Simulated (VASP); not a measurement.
# CdF₂: optical spectrum of independent particles, by functional and spin-orbit coupling

CdF₂, Fm-3m (no. 225), 3 atoms in the cell.

| Functional | Spin-orbit coupling | ε at zero frequency, electronic | Mean energy of the absorption, weighted by Im ε (eV) | Refractive index at 633 nm | Refractive index at 1064 nm | Direct gap on the mesh (eV) | Time (s) |
|---|---|---|---|---|---|---|---|
| PBE | no | 2.73 | 11.88 | 1.68 | 1.66 | 3.57 | 6.2 |
| LDA | no | 2.86 | 11.64 | 1.73 | 1.70 | 3.28 | 4.9 |
| PBEsol | no | 2.80 | 11.75 | 1.71 | 1.68 | 3.40 | 6.0 |
| r2SCAN | no | 2.48 | 12.60 | 1.59 | 1.58 | 4.25 | 44 |
| TPSS | no | 2.63 | 12.17 | 1.65 | 1.63 | 3.82 | 37 |
| PBE | yes | 2.73 | 11.88 | 1.68 | 1.66 | 3.49 | 25 |

Limits: The 6×6×6 mesh is coarse for a spectrum: peaks stand apart that a denser mesh merges; rows 1, 2, 3, 4, 5: spin-orbit coupling is left out, which can matter with atoms this heavy; the pull between electron and hole is left out; the onset follows the functional's gap, which semilocal functionals usually make too small.

## Input of the first row

INCAR:
```
  PREC = Accurate
  ENCUT = 460
  ISMEAR = 0
  SIGMA = 0.02
  EDIFF = 1E-7
  LASPH = True
  KPAR = 4
  LWAVE = True
  LCHARG = False
  LOPTICS = True
  ALGO = Normal
  NBANDS = 33
  NEDOS = 2000
  CSHIFT = 0.1
  GGA = PE
```

KPOINTS:
```
k-points
0
Gamma
  6 6 6
```

POSCAR:
```
CdF2
1.0
    0.0000000000      2.6940000000      2.6940000000
    2.6940000000      0.0000000000      2.6940000000
    2.6940000000      2.6940000000      0.0000000000
Cd F
1 2
Direct
    0.0000000000      0.0000000000      0.0000000000
    0.7500000000      0.7500000000      0.7500000000
    0.2500000000      0.2500000000      0.2500000000
```

Commands:
```
cat potpaw_PBE.64/Cd/POTCAR potpaw_PBE.64/F/POTCAR > POTCAR
mpirun -np 4 vasp_std > vasp.out
```

Changes of the last row against the first:
```
- NBANDS = 33
+ NBANDS = 66
+ LSORBIT = True
+ MAGMOM = 9*0
+ GGA_COMPAT = False
- vasp_std
+ vasp_ncl
```

VASP 6.6.1 took 6.2 s on 4 cores (AMD EPYC 9R45 (Zen 5)), a shared host.
